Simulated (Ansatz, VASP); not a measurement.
# Sc: VASP beside Ansatz

INCAR

```
SYSTEM = Sc
PREC = Accurate
ENCUT = 520
EDIFF = 1E-6
ISMEAR = 1
SIGMA = 0.1
LREAL = .FALSE.
LASPH = .TRUE.
NELM = 80
ALGO = Normal
ISIF = 2
LWAVE = .FALSE.
LCHARG = .TRUE.
GGA = PE
LELF = .TRUE.
LVHAR = .TRUE.
NBANDS = 18
```

File KPOINTS:

```
regular mesh
0
G
  10 10 6
  0 0 0
```

The input POSCAR:

```
Sc
1.0
    3.3668107858      0.0000000000      0.0000000000
   -1.6834053929      2.9157436080      0.0000000000
    0.0000000000      0.0000000000      5.3654286239
Sc
2
Direct
    0.3333333333      0.6666666667      0.2500000000
    0.6666666667      0.3333333333      0.7500000000
```

Input for Ansatz:

```yaml
crystal:
  lattice:
    - [3.3668107857667704, 0.0, 0.0]
    - [-1.6834053928833852, 2.915743608018902, 0.0]
    - [0.0, 0.0, 5.365428623929861]
  atoms:
    - { symbol: Sc, position: [0.3333333333333333, 0.6666666666666666, 0.25] }
    - { symbol: Sc, position: [0.6666666666666666, 0.3333333333333333, 0.75] }
basis:
  ecutwfc: 420.0
kpoints:
  mp_grid:
    grid: [10, 10, 6]
hamiltonian:
  xc: pbe
  pseudopotentials:
    kind: paw
scf:
  convergence:
    dr2_threshold: 1.0e-10
  occupations:
    method: cold
output:
  stress: true
```

Alike in both runs: task single point; functional PBE; k mesh 10 × 10 × 6; no spin polarisation.

```csv
,VASP,Ansatz
version,VASP 6.6.1,Ansatz 0.2.0
potentials or method,"VASP PAW PBE potentials, release 64 (Sc_sv)","plane waves, PAW"
plane-wave cutoff (eV),520,420
occupations,"methfessel-paxton of order 1, width 0.1 eV",cold
valence electrons in the cell,22,22
```

|  | VASP | Ansatz | Ansatz less VASP |
| --- | --- | --- | --- |
| pressure (GPa) | -3.2 | -3.2 | -0.01 |
| largest component of the traceless stress (GPa) | 0.93 | 0.92 | -0.004 |
